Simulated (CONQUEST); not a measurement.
# Te (P1) in CONQUEST: convergence with k mesh

Aim: find how far k mesh must go before the results for Te settle, at PBEsol. This setting moves, with any that are tied to it; all else stays.

All numbers are computed with CONQUEST 1.3; they aren't measurements. Logs are shortened: lines on timing, memory, paths and dates and some standing lists are left out, and cuts for length are marked.

### Step 1. The cell of the first run

The typed cell holds 6 atoms: a = 4.454 Å, b = 5.924 Å, c = 7.715 Å, α = 90.00°, β = 90.00°, γ = 90.00°.

The cell isn't the ideal one: atoms moved at random.

### Step 2. With k mesh 1 × 1 × 1

Contents of Conquest_input:

```
IO.Title Te
IO.Coordinates coords.dat
IO.FractionalAtomicCoords T
IO.Iprint 2
IO.Iprint_init 1
General.NumberOfSpecies 1
General.PseudopotentialType hamann
AtomMove.TypeOfRun static
AtomMove.FullStress T
Grid.GridCutoff 120
DM.SolutionMethod diagon
Diag.MPMesh T
Diag.GammaCentred T
Diag.MPMeshX 1
Diag.MPMeshY 1
Diag.MPMeshZ 1
Diag.kT 0.00183747
minE.SCTolerance 1e-6
SC.MaxIters 100
IO.AtomChargeOutput T
%block ChemicalSpeciesLabel
1 127.600 Te
%endblock
```

Contents of coords.dat:

```
    8.4168401591     0.0000000000     0.0000000000
    0.0000000000    11.1947375623     0.0000000000
    0.0000000000     0.0000000000    14.5783947949
6
  0.3542685000   0.9854930000   0.3663175000 1 T T T
  0.8542685000   0.9854930000   0.8663175000 1 T T T
  0.2488980000   0.6793520000   0.9984140000 1 T T T
  0.7488980000   0.6793520000   0.4984140000 1 T T T
  0.3614595000   0.3323130000   0.6459715000 1 T T T
  0.8614595000   0.3323130000   0.1459715000 1 T T T
```

Potentials or basis: PseudoDojo NC PBEsol, SZP, grid cutoff 120 Ha.

Command:

```bash
$ OMP_NUM_THREADS=1 Conquest
```

The log of the run:

```text
Simulation cell dimensions:     8.4168 a0 x    11.1947 a0 x    14.5784 a0

      Atomic coordinates (a0)
         Atom         X         Y         Z  Species
            1    2.9818   11.0323    5.3403        1
            2    7.1902   11.0323   12.6295        1
            3    2.0949    7.6052   14.5553        1
            4    6.3034    7.6052    7.2661        1
            5    3.0423    3.7202    9.4172        1
            6    7.2508    3.7202    2.1280        1

         Monkhorst-Pack mesh:   1 x   1 x   1 gamma-centred
        This calculation includes non-local pseudopotentials,
         with a maximum core radius of      6.86982683

    Job title: Te
    Job to be run: static calculation

[... 5 lines left out ...]
      Using Fermi-Dirac smearing

    Integration grid size:     48 x   60 x   72

    Integration grid spacing:  0.175 a0 x 0.187 a0 x 0.202 a0

    Number of species:  1
    --------------------------------------------------------
    |   #  mass (au)  Charge (e)  SF Rad (a0)  NSF  Label  |
    --------------------------------------------------------
    |   1    127.600      16.000        7.087   14  Te     |
    --------------------------------------------------------
          SCF tolerance:                 0.00000100
          SCF iterations:               100

    LibXC version:  6. 2. 2
    Using the GGA functional Perdew, Burke & Ernzerhof SOL
    Using the GGA functional Perdew, Burke & Ernzerhof SOL

           radial cut-off to be used is taken to be max PAO cut-off radius for this species:    6.869827

           greatest ang. mom. for making density from PAOs:  2
    Minimum blocs/proc is     3240. Maximum blocs/proc is     3240
    set_atom_dens: In set_atomic_density, electrons :      96.000000000000
 matrix_size & matrix_size_padH =           84          84

    Screened ion int: energy:    -469.107646048113 Ha

    new_SC_potl: Starting.  Tolerance:  0.10000E-05

    PulayMixSC: Starting Pulay mixing, A_up =  0.500 A_dn =  0.500
    PulayMixSC: Spin non-polarised calculation.
          Harris-Foulkes Energy            :      -627.804031044043995 Ha
          (TS=0 as O(N) or entropic contribution is negligible)
          DFT Total Energy                 :      -627.777670688441503 Ha
          Total number of electrons        :        96.000000000000739
    PulayMixSC: Pulay iteration     1 residual:              0.10652E-02
          Harris-Foulkes Energy            :      -627.786923091289054 Ha
          (TS=0 as O(N) or entropic contribution is negligible)
          DFT Total Energy                 :      -627.783938346275363 Ha
          Total number of electrons        :        96.000057766607554
    PulayMixSC: Pulay iteration     2 residual:              0.46112E-03
          Harris-Foulkes Energy            :      -627.784646449835691 Ha
          (TS=0 as O(N) or entropic contribution is negligible)
          DFT Total Energy                 :      -627.783922393973626 Ha
          Total number of electrons        :        96.000105051047029
    PulayMixSC: Pulay iteration     3 residual:              0.82476E-04
          Harris-Foulkes Energy            :      -627.784678900173503 Ha
          (TS=0 as O(N) or entropic contribution is negligible)
          DFT Total Energy                 :      -627.783789530067679 Ha
          Total number of electrons        :        96.000111686873282
    PulayMixSC: Pulay iteration     4 residual:              0.67064E-04
          Harris-Foulkes Energy            :      -627.784470736371986 Ha
          (TS=0 as O(N) or entropic contribution is negligible)
          DFT Total Energy                 :      -627.784467944097401 Ha
          Total number of electrons        :        96.000113344226662
    PulayMixSC: Pulay iteration     5 residual:              0.98960E-05
          Harris-Foulkes Energy            :      -627.784471477510010 Ha
          (TS=0 as O(N) or entropic contribution is negligible)
          DFT Total Energy                 :      -627.784465423805273 Ha
          Total number of electrons        :        96.000114629478077
    PulayMixSC: Pulay iteration     6 residual:              0.56849E-05
          Harris-Foulkes Energy            :      -627.784470224795541 Ha
          (TS=0 as O(N) or entropic contribution is negligible)
          DFT Total Energy                 :      -627.784469514817147 Ha
          Total number of electrons        :        96.000114676817191
    PulayMixSC: Pulay iteration     7 residual:              0.21277E-05
          Harris-Foulkes Energy            :      -627.784470057221483 Ha
          (TS=0 as O(N) or entropic contribution is negligible)
          DFT Total Energy                 :      -627.784470056897248 Ha
          Total number of electrons        :        96.000114802038780
    PulayMixSC: Pulay iteration     8 residual:              0.21966E-06
    PulayMixSC: Reached SCF tolerance of  0.21966E-06 after      8 iterations
      | Number of electrons      =        96.000115
      |* band energy as 2Tr[K.H] =      -103.973598642191291 Ha
      |  screened ion-ion energy =      -469.107646048112997 Ha
      |  Ha correction           =         1.562974918330424 Ha
      |  XC correction           =       -56.266203519031876 Ha
      |* Harris-Foulkes energy   =      -627.784470057221483 Ha
      |* DFT total energy        =      -627.784470056897248 Ha
      |  estimated accuracy      =        -0.000000000324235 Ha

    force: Forces on atoms (Ha/a0)
    force:  Atom   X              Y              Z
    force:     1  -0.0009827097  -0.0060294037  -0.0164985210
    force:     2  -0.0009827097  -0.0060294037  -0.0164985210
    force:     3  -0.0017092123  -0.0088532513   0.0064982554
    force:     4  -0.0017092123  -0.0088532513   0.0064982554
    force:     5   0.0025483507   0.0149598211   0.0101426035
    force:     6   0.0025483507   0.0149598211   0.0101426035

    force: Maximum force :        0.01649852(Ha/a0) on atom         1 in z direction
    force: Force Residual:        0.01598137 Ha/a0
    force: Total stress:        -28.18144409     3.10055358    -1.20545625 GPa
                             3.10055358     7.97461478     0.77045665
                            -1.20545625     0.77045665    -3.36581816
    force: Average pressure:      7.85754916 GPa

    force: Finished force
    get_E_and_F: Change in energy during last step of electronic optimisation:  0.16757E-06

    BIBLIOGRAPHY: Please consider citing the following references in the conquest.bib file

    CONQUEST:         Bowler2002pt, Miyazaki2004, Nakata2020
    Basis:            Bowler2019
    DM:               Bowler:2006xr
    Pseudopotentials: Hamann2013, Bowler2019
    XC references from LibXC:
```

Run time: 29 s. Hardware: 1 thread of AMD EPYC 7B13 (Zen 3), shared host; peak memory 0.75 GiB.

Results:

* Free energy: -17082.8857 eV
* Pressure: 7.9 GPa
* Largest force: 0.939 eV/Å
* Band gap on the k mesh: 1.47 eV

### Step 3. With k mesh 2 × 1 × 1

Changes to Conquest_input since step 2:

```diff
@@ -13,3 +13,3 @@
 Diag.GammaCentred T
-Diag.MPMeshX 1
+Diag.MPMeshX 2
 Diag.MPMeshY 1
```

coords.dat is that of step 2.

Potentials or basis: PseudoDojo NC PBEsol, SZP, grid cutoff 120 Ha.

Command:

```bash
$ OMP_NUM_THREADS=1 Conquest
```

It took 28 s on 1 thread of AMD EPYC 7B13 (Zen 3), shared host; peak memory 0.75 GiB.

What came out:

| Property | Result |
| --- | --- |
| Free energy | -17090.6516 eV |
| Pressure | -1.5 GPa |
| Largest force | 1.778 eV/Å |
| Band gap on the k mesh | 1.51 eV |

### Step 4. With k mesh 2 × 2 × 2

Changes to Conquest_input since step 3:

```diff
@@ -14,4 +14,4 @@
 Diag.MPMeshX 2
-Diag.MPMeshY 1
-Diag.MPMeshZ 1
+Diag.MPMeshY 2
+Diag.MPMeshZ 2
 Diag.kT 0.00183747
```

coords.dat is that of step 3.

Command:

```bash
$ OMP_NUM_THREADS=1 Conquest
```

Wall time 28 s (1 thread of AMD EPYC 7B13 (Zen 3), shared host); peak memory 0.75 GiB.

Results:

| Property | Result |
| --- | --- |
| Free energy | -17087.4957 eV |
| Pressure | 2.2 GPa |
| Largest force | 1.297 eV/Å |
| Band gap on the k mesh | 0.19 eV |

### Step 5. With k mesh 3 × 2 × 2

Changes to Conquest_input since step 4:

```diff
@@ -13,3 +13,3 @@
 Diag.GammaCentred T
-Diag.MPMeshX 2
+Diag.MPMeshX 3
 Diag.MPMeshY 2
```

coords.dat is that of step 4.

Command:

```bash
$ OMP_NUM_THREADS=1 Conquest
```

Run time: 30 s. Hardware: 1 thread of AMD EPYC 7B13 (Zen 3), shared host; peak memory 0.74 GiB.

Results:

* Free energy: -17087.7986 eV
* Pressure: 1.8 GPa
* Largest force: 1.524 eV/Å
* Band gap on the k mesh: 0.10 eV

### Step 6. With k mesh 4 × 3 × 2

Changes to Conquest_input since step 5:

```diff
@@ -13,4 +13,4 @@
 Diag.GammaCentred T
-Diag.MPMeshX 3
-Diag.MPMeshY 2
+Diag.MPMeshX 4
+Diag.MPMeshY 3
 Diag.MPMeshZ 2
```

coords.dat is that of step 5.

Potentials or basis: PseudoDojo NC PBEsol, SZP, grid cutoff 120 Ha.

Command:

```bash
$ OMP_NUM_THREADS=1 Conquest
```

Run time: 32 s. Hardware: 1 thread of AMD EPYC 7B13 (Zen 3), shared host; peak memory 0.75 GiB.

It converged, with:

```
Free energy            : -17087.9807 eV
Pressure               : 1.7 GPa
Largest force          : 1.793 eV/Å
Band gap on the k mesh : 0.49 eV
```

### Step 7. With k mesh 5 × 4 × 3

Changes to Conquest_input since step 6:

```diff
@@ -13,5 +13,5 @@
 Diag.GammaCentred T
-Diag.MPMeshX 4
-Diag.MPMeshY 3
-Diag.MPMeshZ 2
+Diag.MPMeshX 5
+Diag.MPMeshY 4
+Diag.MPMeshZ 3
 Diag.kT 0.00183747
```

coords.dat is that of step 6.

Command:

```bash
$ OMP_NUM_THREADS=1 Conquest
```

It took 36 s on 1 thread of AMD EPYC 7B13 (Zen 3), shared host; peak memory 0.75 GiB.

Results (log left out):

| Item | Value |
| --- | --- |
| Free energy | -17087.9423 eV |
| Pressure | 1.7 GPa |
| Largest force | 1.746 eV/Å |
| Band gap on the k mesh | 0.11 eV |

### Step 8. With k mesh 6 × 5 × 4

Changes to Conquest_input since step 7:

```diff
@@ -13,5 +13,5 @@
 Diag.GammaCentred T
-Diag.MPMeshX 5
-Diag.MPMeshY 4
-Diag.MPMeshZ 3
+Diag.MPMeshX 6
+Diag.MPMeshY 5
+Diag.MPMeshZ 4
 Diag.kT 0.00183747
```

coords.dat is that of step 7.

Command:

```bash
$ OMP_NUM_THREADS=1 Conquest
```

Run time: 45 s. Hardware: 1 thread of AMD EPYC 7B13 (Zen 3), shared host; peak memory 0.74 GiB.

Results (log left out):

* Free energy: -17087.9678 eV
* Pressure: 1.7 GPa
* Largest force: 1.788 eV/Å
* Band gap on the k mesh: 0.30 eV

### Step 9. With k mesh 8 × 6 × 5

Changes to Conquest_input since step 8:

```diff
@@ -13,5 +13,5 @@
 Diag.GammaCentred T
-Diag.MPMeshX 6
-Diag.MPMeshY 5
-Diag.MPMeshZ 4
+Diag.MPMeshX 8
+Diag.MPMeshY 6
+Diag.MPMeshZ 5
 Diag.kT 0.00183747
```

coords.dat is that of step 8.

Potentials or basis: PseudoDojo NC PBEsol, SZP, grid cutoff 120 Ha.

Command:

```bash
$ OMP_NUM_THREADS=1 Conquest
```

It took 50 s on 1 thread of AMD EPYC 7B13 (Zen 3), shared host; peak memory 0.75 GiB.

It converged, with:

| Property | Result |
| --- | --- |
| Free energy | -17087.9684 eV |
| Pressure | 1.7 GPa |
| Largest force | 1.784 eV/Å |
| Band gap on the k mesh | 0.07 eV |

### Step 10. With k mesh 9 × 7 × 5

Changes to Conquest_input since step 9:

```diff
@@ -13,4 +13,4 @@
 Diag.GammaCentred T
-Diag.MPMeshX 8
-Diag.MPMeshY 6
+Diag.MPMeshX 9
+Diag.MPMeshY 7
 Diag.MPMeshZ 5
```

coords.dat is that of step 9.

Command:

```bash
$ OMP_NUM_THREADS=1 Conquest
```

It took 60 s on 1 thread of AMD EPYC 7B13 (Zen 3), shared host; peak memory 0.74 GiB.

Results (log left out):

```yaml
Free_energy: -17087.9694 eV
Pressure: 1.7 GPa
Largest_force: 1.788 eV/Å
Band_gap_on_the_k_mesh: 0.18 eV
```

### Step 11. The series at a glance

```csv
k mesh,"energy less the tightest run, at zero smearing (meV/atom)",pressure (GPa),largest force (eV/Å),gap on the mesh (eV),SCF cycles,CPU time (s),peak memory (GiB)
1 × 1 × 1,847.16,7.86,0.939,1.469,8,29,0.75
2 × 1 × 1,-447.16,-1.54,1.778,1.512,8,28,0.75
2 × 2 × 2,79.82,2.18,1.297,0.193,6,28,0.75
3 × 2 × 2,30.35,1.76,1.524,0.100,8,30,0.74
4 × 3 × 2,-1.92,1.72,1.793,0.486,8,32,0.75
5 × 4 × 3,4.70,1.73,1.746,0.109,8,36,0.75
6 × 5 × 4,0.26,1.72,1.788,0.300,8,45,0.74
8 × 6 × 5,0.22,1.70,1.784,0.066,6,50,0.75
9 × 7 × 5,0.00,1.71,1.788,0.183,8,60,0.74
```

Against the tightest run, the energy stays within 1 meV/atom from 6 × 5 × 4 on; the pressure stays within 0.1 GPa from 3 × 2 × 2 on; the largest force stays within 0.005 eV/Å from 6 × 5 × 4 on. Not settled before the last step: the gap on the mesh (to 0.01 eV). Meshes of other sizes hit other points, so gaps and Fermi surfaces needn't settle smoothly. The tightest run that finished is the yardstick and may itself not be fully converged.

Caveats: the atomic basis is small; spin-orbit coupling is left out, which moves the levels of the heavy elements; an odd mesh through Γ misses points on the zone boundary, where band edges often lie; the basis of atomic orbitals isn't converged, which shifts pressures, moduli and gaps.
